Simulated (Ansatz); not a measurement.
TlCl (Pm-3m) from a database of computed structures (r2SCAN+rVV10 geometry), in Ansatz:

```yaml
crystal:
  lattice:
    - [3.79363, 0.00000, 0.00000]
    - [0.00000, 3.79363, 0.00000]
    - [0.00000, 0.00000, 3.79363]
  atoms:
    - { symbol: Tl, position: [0.00000, 0.00000, 0.00000] }
    - { symbol: Cl, position: [0.50000, 0.50000, 0.50000] }
```

G0W0@PBE with 404 empty bands, a screening cutoff of 220 eV and a 4×4×4 mesh (PAW, contour deformation) gives 3.158 eV over the mesh points, from a PBE gap of 1.987 eV; it sums over 414 bands with 437 plane waves in the screening and a wave cutoff of 420 eV. The G0W0 figures hold for the stated bands, cutoff and mesh and aren't extrapolated. The values are computed, spin-unpolarised, and not measurements.

Problem. Estimate the gap with mesh 8×8×8, empty bands 88, screening cutoff 80 eV.

Solution. 2.934 eV (-0.224 eV), from a Kohn-Sham gap of 1.992 eV.

Problem. Estimate the gap with potentials of the kind norm-conserving.

Solution. 3.139 eV (-0.019 eV), from a Kohn-Sham gap of 1.996 eV.

Problem. Estimate the gap with starting point PBE0.

Solution. 3.816 eV (+0.658 eV), from a Kohn-Sham gap of 3.389 eV.

Spin-orbit coupling is left out; in compounds of Pb, Bi, Tl or Hg it can lower a gap by up to about 1 eV, split its edges or invert the bands.

The program warns that the k mesh is coarse for exact exchange in some of these runs, so their gaps aren't converged.

With a shallow d shell on the cation, G0W0 converges slowly in bands and cutoff, so these values are in doubt.
